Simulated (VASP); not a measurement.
# Mg (P6_3/mmc) in VASP: notebook

Aim: see how the results for Mg move with the level of theory and the settings. Levels: PBEsol, r2SCAN. Tasks: single point.

Everything below comes from runs of VASP 6.6.1. Logs are shortened: lines on timing, memory, paths and dates and some standing lists are left out, and cuts for length are marked.

### 1 Starting point

Symmetry: P6_3/mmc, No. 194, hexagonal system. Conventional cell: a = 3.187 Å, b = 3.187 Å, c = 5.106 Å, α = 90.00°, β = 90.00°, γ = 120.00°. Mg (site symmetry -6m2) has 12 Mg at 3.15 to 3.19 Å as nearest neighbours.

### 2 Single point, PBEsol

File INCAR:

```
SYSTEM = Mg
PREC = Accurate
ENCUT = 900
EDIFF = 1E-6
ISMEAR = 0
SIGMA = 0.1
LREAL = .False.
LASPH = .True.
NELM = 80
ALGO = Fast
ISIF = 2
LWAVE = .False.
LCHARG = .True.
GGA = PS
LELF = .True.
LVHAR = .True.
NBANDS = 9
```

File KPOINTS:

```
regular mesh
0
Gamma
  15 15 8
  0 0 0
```

File POSCAR:

```
Mg
1.0
    3.1874100000      0.0000000000      0.0000000000
   -1.5937000000      2.7603800000      0.0000000000
    0.0000000000      0.0000000000      5.1056200000
Mg
2
Direct
    0.3333300000      0.6666700000      0.2500000000
    0.6666700000      0.3333300000      0.7500000000
```

Potentials or basis: VASP PAW PBE potentials, release 64 (Mg).

Run with:

```bash
$ cat potpaw_PBE.64/Mg/POTCAR > POTCAR
$ mpirun -np 1 vasp_std > vasp.out
```

OUTCAR:

```text
SYSTEM = Mg
   PREC = Accurate
   ENCUT = 900
   EDIFF = 1E-6
   ISMEAR = 0
   LREAL = .False.
   LASPH = .True.
   NELM = 80
   ISIF = 2
   GGA = PS

 ion  position               nearest neighbor table
   1  0.333  0.667  0.250-   2 3.15   2 3.15   2 3.15   2 3.15   2 3.15   2 3.15
   2  0.667  0.333  0.750-   1 3.15   1 3.15   1 3.15   1 3.15   1 3.15   1 3.15

  LATTYP: Found a hexagonal cell.
 ALAT       =     3.1874100000
 C/A-ratio  =     1.6018083648

  Lattice vectors:

 A1 = (   3.1874100000,   0.0000000000,   0.0000000000)
 A2 = (  -1.5937000000,   2.7603800000,   0.0000000000)
 A3 = (   0.0000000000,   0.0000000000,   5.1056200000)

Analysis of symmetry for initial positions (statically):
=====================================================================
 Subroutine PRICEL returns:
 Original cell was already a primitive cell.

 Routine SETGRP: Setting up the symmetry group for a
 hexagonal supercell.

 Subroutine GETGRP returns: Found  8 space group operations
 (whereof  4 operations were pure point group operations)
 out of a pool of 24 trial point group operations.

The static configuration has the point symmetry C_2h.
 The point group associated with its full space group is D_2h.

Analysis of symmetry for dynamics (positions and initial velocities):
=====================================================================
 Subroutine PRICEL returns:
 Original cell was already a primitive cell.

 Routine SETGRP: Setting up the symmetry group for a
 hexagonal supercell.

 Subroutine GETGRP returns: Found  8 space group operations
 (whereof  4 operations were pure point group operations)
 out of a pool of 24 trial point group operations.

The dynamic configuration has the point symmetry C_2h.
 The point group associated with its full space group is D_2h.

 Subroutine INISYM returns: Found  8 space group operations
 (whereof  4 operations are pure point group operations),
 and found     1 'primitive' translations

----------------------------------------------------------------------------------------

                                     Primitive cell

  volume of cell :      44.9216

  direct lattice vectors                    reciprocal lattice vectors
     3.187410000  0.000000000  0.000000000     0.313734349  0.181133913  0.000000000
    -1.593700000  2.760380000  0.000000000     0.000000000  0.362268963  0.000000000
     0.000000000  0.000000000  5.105620000     0.000000000  0.000000000  0.195862598

  length of vectors
     3.187410000  3.187409204  5.105620000     0.362268873  0.362268963  0.195862598

  position of ions in fractional coordinates (direct lattice)
     0.333330000  0.666670000  0.250000000
     0.666670000  0.333330000  0.750000000

  ion indices of the primitive-cell ions
   primitive index   ion index
                 1           1
                 2           2

----------------------------------------------------------------------------------------

 KPOINTS: regular mesh

Automatic generation of k-mesh.
 Grid dimensions read from file:
 generate k-points for:   15   15    8

 Generating k-lattice:

  Cartesian coordinates                     Fractional coordinates (reciprocal lattice)
     0.020915623  0.012075594  0.000000000     0.066666667  0.000000000  0.000000000
     0.000000000  0.024151264  0.000000000     0.000000000  0.066666667  0.000000000
     0.000000000  0.000000000  0.024482825     0.000000000  0.000000000  0.125000000

  Length of vectors
     0.024151258  0.024151264  0.024482825

  Shift w.r.t. Gamma in fractional coordinates (k-lattice)
     0.000000000  0.000000000  0.000000000

 Subroutine IBZKPT returns following result:
 ===========================================

 Found    320 irreducible k-points:

 Following reciprocal coordinates:
            Coordinates               Weight
  0.000000  0.000000  0.000000      1.000000
  0.066667  0.000000  0.000000      4.000000
 -0.066667  0.066667  0.000000      2.000000
  0.133333  0.000000  0.000000      4.000000
 -0.133333  0.133333  0.000000      2.000000
  0.200000  0.000000  0.000000      4.000000
[... 16 lines left out ...]
 -0.266667  0.200000  0.000000      4.000000
  0.266667  0.066667  0.000000      4.000000
 [... further k-points ...]
   k-points           NKPTS =    320   k-points in BZ     NKDIM =    320   number of bands    NBANDS=      9
   number of dos      NEDOS =    301   number of ions     NIONS =      2
   total plane-waves  NPLWV =  51200
   dimension x,y,z NGX =    32 NGY =   32 NGZ =   50
   dimension x,y,z NGXF=    64 NGYF=   64 NGZF=  100
   ions per type =               2
   NGX,Y,Z   is equivalent  to a cutoff of  16.69, 16.69, 16.28 a.u.
   NGXF,Y,Z  is equivalent  to a cutoff of  33.38, 33.38, 32.56 a.u.
 SYSTEM =  Mg
   PREC   = accura    normal or accurate (medium, high low for compatibility)
   ISTART =      0    job   : 0-new  1-cont  2-samecut
   ICHARG =      2    charge: 1-file 2-atom 10-const
   ISPIN  =      1    spin polarized calculation?
   LNONCOLLINEAR =      F non collinear calculations
   LSORBIT =      F    spin-orbit coupling
   LASPH  =      T    aspherical Exc in radial PAW
   ENCUT  =  900.0 eV  66.15 Ry    8.13 a.u.   7.80  7.80 12.49*2*pi/ulx,y,z
   NELM   =     80;   NELMIN=  2; NELMDL= -5     # of ELM steps
   EDIFF  = 0.1E-05   stopping-criterion for ELM
   LREAL  =      F    real-space projection
   EDIFFG = 0.1E-04   stopping-criterion for IOM
   NSW    =      0    number of steps for IOM
   IBRION =     -1    ionic relax: 0-MD 1-quasi-New 2-CG
   NFREE  =      0    steps in history (QN), initial steepest desc. (CG)
   ISIF   =      2    stress and relaxation
   ISYM   =      2    0-nonsym 1-usesym 2-fastsym
   POTIM  = 0.5000    time-step for ionic-motion
   TEBEG  =    0.0;   TEEND  =   0.0 temperature during run
   PSTRESS=    0.0 pullay stress
   NELECT =       4.0000    total number of electrons
   NUPDOWN=      -1.0000    fix difference up-down
   EMIN   =  10.00;   EMAX   =-10.00  energy-range for DOS
   EFERMI =   0.00;   METHOD = LEGACY
   ISMEAR =     0;   SIGMA  =   0.10  broadening in eV -4-tet -1-fermi 0-gaus
   EFERMI_NEDOS =   21; number of points for ismear=-14 and -15
   IALGO  =     68    algorithm
   IMIX   =      4    mixing-type and parameters
     AMIX     =   0.40;   BMIX     =  1.00
     AMIX_MAG =   1.60;   BMIX_MAG =  1.00
  volume/ion in A,a.u.               =      22.46       151.57
  Fermi-wavevector in a.u.,A,eV,Ry     =   0.731043  1.381471  7.271283  0.534424
  Thomas-Fermi vector in A             =   1.823163
   LORBIT       =      0    0 simple, 1 ext, 2 COOP (PROOUT), +10 PAW based schemes
   GGA     = PS    functional components
   LHFCALC =     F    Hartree Fock is set to
   AEXX    =    0.0000 exact exchange contribution
   IVDW    =     0    specifies the selected vdW correction
   LEPSILON=     F    determine dielectric tensor
   LRPA    =     F    only Hartree local field effects (RPA)
 non-spin polarized calculation
 RMM-DIIS sequential band-by-band and
 Gauss-broadening in eV      SIGMA  =   0.10
  energy-cutoff  :      900.00
  volume of cell :       44.92
 maximum number of plane-waves:      2790
   NGX = 15   NGY = 15   NGZ = 25

 number of electron       4.0000000 magnetization

 Free energy of the ion-electron system (eV)
  ---------------------------------------------------
  ext. energy  EPLUGINS =         0.00000000
  ---------------------------------------------------
  free energy    TOTEN  =        -3.45023516 eV

  energy without entropy =       -3.44546242  energy(sigma->0) =       -3.44784879

 E-fermi :   2.7032     XC(G=0):  -8.6024

 val. band max:        2.6810347798   @ k =  -0.4667   0.3333   0.1250
 cond. band min:       2.7141422830   @ k =   0.2667   0.2667   0.2500
 fundamental gap:      0.0331075032
 Fermi energy:         2.7032233961

 k-point     1 :       0.0000    0.0000    0.0000
  band No.  band energies     occupation
      1      -4.3177      2.00000
      2       1.0562      2.00000
      3       1.5952      2.00000
      4      13.6146      0.00000
      5      13.6146      0.00000
      6      13.7443      0.00000
      7      13.7444      0.00000
      8      14.7094      0.00000
      9      16.1998      0.00000

 k-point     2 :       0.0667    0.0000    0.0000
  band No.  band energies     occupation
      1      -4.2297      2.00000
      2       1.1363      2.00000
      3       1.6804      2.00000
      4      11.8623      0.00000
      5      12.6521      0.00000
      6      13.4801      0.00000
      7      14.8316      0.00000
      8      15.5481      0.00000
      9      16.5903      0.00000

 k-point     3 :      -0.0667    0.0667    0.0000
  band No.  band energies     occupation
      1      -4.2297      2.00000
      2       1.1363      2.00000
      3       1.6804      2.00000
      4      11.8623      0.00000
      5      12.6521      0.00000
      6      13.4801      0.00000
      7      14.8316      0.00000
      8      15.5481      0.00000
      9      16.5894      0.00000

 k-point     4 :       0.1333    0.0000    0.0000
  band No.  band energies     occupation
      1      -3.9663      2.00000
      2       1.3765      2.00000
      3       1.9338      2.00000
      4       9.8130      0.00000
      5      11.7712      0.00000
      6      12.5335      0.00000
      7      14.6168      0.00000
      8      15.3534      0.00000
      9      15.9568      0.00000
[... 205 lines left out ...]
 k-point    22 :      -0.0667    0.2667    0.0000
  band No.  band energies     occupation
      1      -3.1803      2.00000
      2       2.0980      2.00000
      3       2.6670      1.39110
      4       6.9793      0.00000
      5       9.3075      0.00000
      6      11.7715      0.00000
      7      12.1291      0.00000
      8      13.8215      0.00000
      9      14.2254      0.00000

 k-point    23 :      -0.2667    0.2000    0.0000
  band No.  band energies     occupation
      1      -3.1803      2.00000
      2       2.0980      2.00000
      3       2.6670      1.39107
      4       6.9793      0.00000
      5       9.3074      0.00000
      6      11.7715      0.00000
      7      12.1291      0.00000
      8      13.8215      0.00000
      9      14.2261      0.00000

 k-point    24 :       0.2667    0.0667    0.0000
  band No.  band energies     occupation
      1      -2.4872      2.00000
      2       2.7401      0.60189
      3       3.2338      0.00000
      4       5.3013      0.00000
      5       8.6756      0.00000
      6      10.0136      0.00000
      7      10.8438      0.00000
      8      13.0772      0.00000
      9      13.6375      0.00000

 [... further k-points ...]

------------------------ aborting loop because EDIFF is reached ----------------------------------------

  FORCE on cell =-STRESS in cart. coord.  units (eV):
  Direction    XX          YY          ZZ          XY          YZ          ZX
  --------------------------------------------------------------------------------------
  -------------------------------------------------------------------------------------
  Total        0.0058843      0.0059086      0.0044522      0.0000210      0.0000000      0.0000000
  in kB        0.2098716      0.2107370      0.1587933      0.0007495      0.0000000      0.0000000
  external PRESSURE =       0.1931340 kB  Pullay stress =       0.0000000 kB

 VOLUME and BASIS-vectors are now :
 -----------------------------------------------------------------------------
  energy-cutoff  :      900.00
  volume of cell :       44.92
      direct lattice vectors                 reciprocal lattice vectors
     3.187410000  0.000000000  0.000000000     0.313734349  0.181133913  0.000000000
    -1.593700000  2.760380000  0.000000000     0.000000000  0.362268963  0.000000000
     0.000000000  0.000000000  5.105620000     0.000000000  0.000000000  0.195862598

 POSITION                                       TOTAL-FORCE (eV/Angst)
 -----------------------------------------------------------------------------------
     -0.00001      1.84026      1.27641         0.000023     -0.000013      0.000000
      1.59372      0.92012      3.82922        -0.000023      0.000013     -0.000000
 -----------------------------------------------------------------------------------
    total drift:                                0.000000     -0.000000     -0.000000

  FREE ENERGIE OF THE ION-ELECTRON SYSTEM (eV)
  ---------------------------------------------------
  free  energy   TOTEN  =        -3.4502351584 eV

  energy  without entropy=       -3.4454624153  energy(sigma->0) =       -3.44784879
```

Run time: 1.7 min. Hardware: 1 thread of Intel Xeon Platinum 8259CL at 2.50GHz (Skylake/Cascade Lake), shared host; peak memory 0.43 GiB.

What came out:

| Quantity | Value |
| --- | --- |
| Free energy | -3.4502 eV |
| Pressure | 0.0 GPa |
| Band gap on the k mesh | none (metal or under the smearing width) |

Levels at points of the mesh, in eV from the Fermi level:
```tsv
k point	band 1	band 2	band 3	band 4	band 5	band 6
(0.00, 0.00, 0.00)	-7.02	-1.65	-1.11	10.91	10.91	11.04
(0.00, 0.00, 0.50)	-5.58	-5.58	5.31	5.31	11.67	11.67
```

Caveat: the PAW data sets were made with another functional, which shifts forces and pressure a little.

### 3 Single point, r2SCAN

File INCAR:

```
SYSTEM = Mg
PREC = Accurate
ENCUT = 520
EDIFF = 1E-6
ISMEAR = 0
SIGMA = 0.1
LREAL = .False.
LASPH = .True.
NELM = 80
ALGO = Normal
ISIF = 2
LWAVE = .False.
LCHARG = .True.
METAGGA = R2SCAN
LMIXTAU = .True.
LELF = .True.
LVHAR = .True.
NBANDS = 9
```

KPOINTS is that of step 2.

POSCAR is that of step 2.

Potentials or basis: VASP PAW PBE potentials, release 64 (Mg).

Run with:

```bash
$ cat potpaw_PBE.64/Mg/POTCAR > POTCAR
$ mpirun -np 1 vasp_std > vasp.out
```

It took 3.7 min on 1 thread of Intel Xeon Platinum 8259CL at 2.50GHz (Skylake/Cascade Lake), shared host; peak memory 0.26 GiB.

It converged, with:

| Property | Result |
| --- | --- |
| Free energy | -8.3001 eV |
| Pressure | -0.1 GPa |
| Band gap on the k mesh | none (metal or under the smearing width) |

Stress tensor (GPa, compression positive):
```
-0.07  0.00  0.00
 0.00 -0.07  0.00
 0.00  0.00 -0.20
```

Levels at points of the mesh, in eV from the Fermi level:
```
           k point  band 1  band 2  band 3  band 4  band 5
(0.00, 0.00, 0.00)   -7.48   -1.86   -1.06   11.68   11.68
(0.00, 0.00, 0.50)   -5.96   -5.96    5.68    5.68   12.46
```

Caveat: the PAW data sets were made with another functional, which shifts forces and pressure a little.
